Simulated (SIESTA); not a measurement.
**CoO under changes of volume**

One of the cells (11.807 Å³/atom); the others are scaled copies at fixed shape and fractional positions:

```
Co O
1.0
     3.21882    0.00000    0.00000
    -1.60941    2.78758    0.00000
     0.00000    0.00000    5.26334
Co O
2 2
Direct
  0.33333 0.66667 0.50336
  0.00000 0.00000 0.00347
  0.33333 0.66667 0.87156
  0.00000 0.00000 0.37161
```

Measurements of this composition are mostly on another form, of space group No. 225.

- Program: SIESTA 5.4.2
- Functional: PBEsol
- Potentials or basis: PseudoDojo 0.4 standard (PBEsol files)
- Basis: DZP (energy shift 0.003 Ry; two zetas on semicore shells)
- Grid cutoff: 800 Ry
- Energy shift: 0.003 Ry
- k mesh: 10 × 10 × 5
- Occupations: fermi-dirac, width 0.05 eV
- Spin: collinear spin, ferromagnetic start
- Starting moments: [2.0, 2.0, 0.0, 0.0] μB

```tsv
volume (Å³/atom)	energy over the lowest point (meV/atom)	pressure (GPa)	moment (μB per cell)	largest force (eV/Å)
10.881	0.00	1.3	5.39	0.378
11.112	0.11	-1.5	5.59	0.348
11.344	3.98	-3.8	5.73	0.318
11.807	21.53	-8.6	5.91	0.265
12.038	?	?	?	?
12.270	51.73	-12.5	5.98	0.227
```

Task: What does the run at 12.038 Å³/atom give?

Result: Energy over the lowest point 35.24 meV/atom; pressure -10.6 GPa; moment 5.96 μB per cell; largest force 0.242 eV/Å.

Worked out: A Birch-Murnaghan fit of order 3 (a polynomial in V^(-2/3)) to the other rows has its minimum at 10.98 Å³/atom with B0 = V·E''(V) = 119 GPa (rough, since the energies scatter) at fixed shape and positions, which overstates the stiffness. It gives 35.11 meV/atom at 12.038 Å³/atom, against the run's 35.24, and -dE/dV = -10.5 GPa, against -10.6. A parabola through the other rows of the moment, of slope 0.122 μB per Å³/atom there, gives 5.97 μB, against the run's 5.96.

Energies are extrapolated to zero smearing.

Caveats: short orbitals over semicore shells can move pressures by several GPa; the basis of atomic orbitals isn't converged, which shifts pressures, moduli and gaps.
